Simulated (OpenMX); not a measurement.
# SrO (Fm-3m) in OpenMX: a series of runs, part 2 of 2

OpenMX 3.8.5. The steps go on from the part before.

### 3 Single point, LDA, 16.90 Å³/atom

SrO.dat

```
System.CurrrentDirectory             ./
System.Name                          SrO
DATA.PATH                            ./DFT_DATA13
level.of.stdout                      1
level.of.fileout                     0
Species.Number                       2
<Definition.of.Atomic.Species
  Sr  Sr10.0-s3p2d2          Sr_CA13
  O   O6.0-s2p2d1            O_CA13
Definition.of.Atomic.Species>

Atoms.Number                         2
Atoms.SpeciesAndCoordinates.Unit     FRAC
<Atoms.SpeciesAndCoordinates
    1  Sr    0.5000000000    0.5000000000    0.5000000000   5.000  5.000
    2  O     0.0000000000    0.0000000000    0.0000000000   3.000  3.000
Atoms.SpeciesAndCoordinates>

Atoms.UnitVectors.Unit               Ang
<Atoms.UnitVectors
     0.0000000000    2.5663000000    2.5663000000
     2.5663000000    0.0000000000    2.5663000000
     2.5663000000    2.5663000000    0.0000000000
Atoms.UnitVectors>

scf.XcType                           LDA
scf.SpinPolarization                 off
scf.ElectronicTemperature            580.226
scf.energycutoff                     400.0
scf.maxIter                          100
scf.EigenvalueSolver                 band
scf.Kgrid                            9 9 9
scf.Mixing.Type                      rmm-diisk
scf.Init.Mixing.Weight               0.05
scf.Min.Mixing.Weight                0.001
scf.Max.Mixing.Weight                0.3
scf.Mixing.History                   25
scf.Mixing.StartPulay                8
scf.criterion                        1.0e-8
MD.Type                              nomd
```

Potentials or basis: OpenMX 2013 LDA set, Sr10.0-s3p2d2, O6.0-s2p2d1, fixed grid of 36 × 36 × 36 points.

Command:

```bash
$ openmx SrO.dat -nt 1 > SrO.std
```

Wall time 5.2 min (1 thread of Intel Xeon 6975P-C (Granite Rapids), shared host); peak memory 1.3 GiB.

It converged, with:

- Free energy: -1348.1905 eV
- Band gap on the k mesh: 2.79 eV, indirect (least direct gap 3.02 eV)
- Mulliken charges: Sr +0.55; O -0.55 e

Caveat: Mulliken charges move with the basis; an odd mesh through Γ misses points on the zone boundary, where band edges often lie; the basis of atomic orbitals isn't converged, which shifts pressures, moduli and gaps.

### 4 Single point, LDA, 16.56 Å³/atom (volume scaled by 0.98)

Changes to SrO.dat since step 3:

```diff
@@ -20,5 +20,5 @@
 <Atoms.UnitVectors
-     0.0000000000    2.5663000000    2.5663000000
-     2.5663000000    0.0000000000    2.5663000000
-     2.5663000000    2.5663000000    0.0000000000
+     0.0000000000    2.5490759911    2.5490759911
+     2.5490759911    0.0000000000    2.5490759911
+     2.5490759911    2.5490759911    0.0000000000
 Atoms.UnitVectors>
@@ -28,3 +28,2 @@
 scf.ElectronicTemperature            580.226
-scf.energycutoff                     400.0
 scf.maxIter                          100
@@ -40 +39,3 @@
 MD.Type                              nomd
+scf.Ngrid                            36 36 36
+scf.energycutoff                     400.0
```

Command:

```bash
$ openmx SrO.dat -nt 1 > SrO.std
```

It took 5.8 min on 1 thread of Intel Xeon 6975P-C (Granite Rapids), shared host; peak memory 1.3 GiB.

Results (log left out):

- Free energy: -1348.2034 eV
- Band gap on the k mesh: 2.75 eV, indirect (least direct gap 2.99 eV)
- Mulliken charges: Sr +0.55; O -0.55 e

Caveat: Mulliken charges move with the basis; an odd mesh through Γ misses points on the zone boundary, where band edges often lie; the basis of atomic orbitals isn't converged, which shifts pressures, moduli and gaps.

### 5 Single point, LDA, 17.24 Å³/atom (volume scaled by 1.02)

Changes to SrO.dat since step 4:

```diff
@@ -20,5 +20,5 @@
 <Atoms.UnitVectors
-     0.0000000000    2.5490759911    2.5490759911
-     2.5490759911    0.0000000000    2.5490759911
-     2.5490759911    2.5490759911    0.0000000000
+     0.0000000000    2.5832958595    2.5832958595
+     2.5832958595    0.0000000000    2.5832958595
+     2.5832958595    2.5832958595    0.0000000000
 Atoms.UnitVectors>
```

Command:

```bash
$ openmx SrO.dat -nt 1 > SrO.std
```

It took 5.2 min on 1 thread of Intel Xeon 6975P-C (Granite Rapids), shared host; peak memory 1.2 GiB.

The run converged. Its results:

```yaml
Free_energy: -1348.1700 eV
Band_gap_on_the_k_mesh: 2.82 eV, indirect (least direct gap 3.05 eV)
Mulliken_charges: Sr +0.56; O -0.56 e
```

Caveat: Mulliken charges move with the basis; an odd mesh through Γ misses points on the zone boundary, where band edges often lie; the basis of atomic orbitals isn't converged, which shifts pressures, moduli and gaps.

### 6 Single point, LDA, 16.23 Å³/atom (volume scaled by 0.96)

Changes to SrO.dat since step 5:

```diff
@@ -20,5 +20,5 @@
 <Atoms.UnitVectors
-     0.0000000000    2.5832958595    2.5832958595
-     2.5832958595    0.0000000000    2.5832958595
-     2.5832958595    2.5832958595    0.0000000000
+     0.0000000000    2.5316160185    2.5316160185
+     2.5316160185    0.0000000000    2.5316160185
+     2.5316160185    2.5316160185    0.0000000000
 Atoms.UnitVectors>
```

Potentials or basis: OpenMX 2013 LDA set, Sr10.0-s3p2d2, O6.0-s2p2d1, fixed grid of 36 × 36 × 36 points.

Command:

```bash
$ openmx SrO.dat -nt 1 > SrO.std
```

Wall time 6 min (1 thread of Intel Xeon 6975P-C (Granite Rapids), shared host); peak memory 1.3 GiB.

The run converged. Its results:

```yaml
Free_energy: -1348.2079 eV
Band_gap_on_the_k_mesh: 2.72 eV, indirect (least direct gap 2.95 eV)
Mulliken_charges: Sr +0.55; O -0.55 e
```

Caveat: Mulliken charges move with the basis; an odd mesh through Γ misses points on the zone boundary, where band edges often lie; the basis of atomic orbitals isn't converged, which shifts pressures, moduli and gaps.

### 7 Single point, LDA, 17.58 Å³/atom (volume scaled by 1.04)

Changes to SrO.dat since step 6:

```diff
@@ -20,5 +20,5 @@
 <Atoms.UnitVectors
-     0.0000000000    2.5316160185    2.5316160185
-     2.5316160185    0.0000000000    2.5316160185
-     2.5316160185    2.5316160185    0.0000000000
+     0.0000000000    2.6000709780    2.6000709780
+     2.6000709780    0.0000000000    2.6000709780
+     2.6000709780    2.6000709780    0.0000000000
 Atoms.UnitVectors>
```

Command:

```bash
$ openmx SrO.dat -nt 1 > SrO.std
```

Run time: 5.1 min. Hardware: 1 thread of Intel Xeon 6975P-C (Granite Rapids), shared host; peak memory 1.2 GiB.

It converged, with:

| Property | Result |
| --- | --- |
| Free energy | -1348.1430 eV |
| Band gap on the k mesh | 2.85 eV, indirect (least direct gap 3.08 eV) |
| Mulliken charges | Sr +0.56; O -0.56 e |

Caveat: Mulliken charges move with the basis; an odd mesh through Γ misses points on the zone boundary, where band edges often lie; the basis of atomic orbitals isn't converged, which shifts pressures, moduli and gaps.

### 8 Single point, LDA, 15.89 Å³/atom (volume scaled by 0.94)

Changes to SrO.dat since step 7:

```diff
@@ -20,5 +20,5 @@
 <Atoms.UnitVectors
-     0.0000000000    2.6000709780    2.6000709780
-     2.6000709780    0.0000000000    2.6000709780
-     2.6000709780    2.6000709780    0.0000000000
+     0.0000000000    2.5139118308    2.5139118308
+     2.5139118308    0.0000000000    2.5139118308
+     2.5139118308    2.5139118308    0.0000000000
 Atoms.UnitVectors>
```

Command:

```bash
$ openmx SrO.dat -nt 1 > SrO.std
```

Wall time 5.8 min (1 thread of Intel Xeon 6975P-C (Granite Rapids), shared host); peak memory 1.4 GiB.

The run converged. Its results:

| Quantity | Value |
| --- | --- |
| Free energy | -1348.2032 eV |
| Band gap on the k mesh | 2.67 eV, indirect (least direct gap 2.90 eV) |
| Mulliken charges | Sr +0.55; O -0.55 e |

Caveat: Mulliken charges move with the basis; an odd mesh through Γ misses points on the zone boundary, where band edges often lie; the basis of atomic orbitals isn't converged, which shifts pressures, moduli and gaps.

### 9 Single point, LDA, 17.92 Å³/atom (volume scaled by 1.06)

Changes to SrO.dat since step 8:

```diff
@@ -20,5 +20,5 @@
 <Atoms.UnitVectors
-     0.0000000000    2.5139118308    2.5139118308
-     2.5139118308    0.0000000000    2.5139118308
-     2.5139118308    2.5139118308    0.0000000000
+     0.0000000000    2.6166323862    2.6166323862
+     2.6166323862    0.0000000000    2.6166323862
+     2.6166323862    2.6166323862    0.0000000000
 Atoms.UnitVectors>
```

Potentials or basis: OpenMX 2013 LDA set, Sr10.0-s3p2d2, O6.0-s2p2d1, fixed grid of 36 × 36 × 36 points.

Command:

```bash
$ openmx SrO.dat -nt 1 > SrO.std
```

Wall time 4.7 min (1 thread of Intel Xeon 6975P-C (Granite Rapids), shared host); peak memory 1.2 GiB.

Results (log left out):

| Property | Result |
| --- | --- |
| Free energy | -1348.1102 eV |
| Band gap on the k mesh | 2.87 eV, indirect (least direct gap 3.10 eV) |
| Mulliken charges | Sr +0.56; O -0.56 e |

Caveat: Mulliken charges move with the basis; an odd mesh through Γ misses points on the zone boundary, where band edges often lie; the basis of atomic orbitals isn't converged, which shifts pressures, moduli and gaps.

### 10 Equation of state, LDA

Potentials or basis: OpenMX 2013 LDA set, Sr10.0-s3p2d2, O6.0-s2p2d1, fixed grid of 36 × 36 × 36 points.

No new run: the results of the series are fitted here.

Results:

| Item | Value |
| --- | --- |
| Equilibrium volume | 16.22 Å³/atom |
| Bulk modulus | 107 GPa |
| Pressure derivative of the bulk modulus | 4.6 (rough: it moves with the points fitted) |

Energy against volume, from the lowest point:
| volume (Å³/atom) | energy (meV/atom) |
| --- | --- |
| 15.887 | 2.36 |
| 16.225 | 0.00 |
| 16.563 | 2.27 |
| 16.901 | 8.70 |
| 17.239 | 18.94 |
| 17.577 | 32.42 |
| 17.915 | 48.84 |

Caveat: volumes in these bases differ from converged ones by about 1 %, for some elements by several; the basis of atomic orbitals isn't converged, which shifts pressures, moduli and gaps. LDA usually gives volumes a few per cent too small.
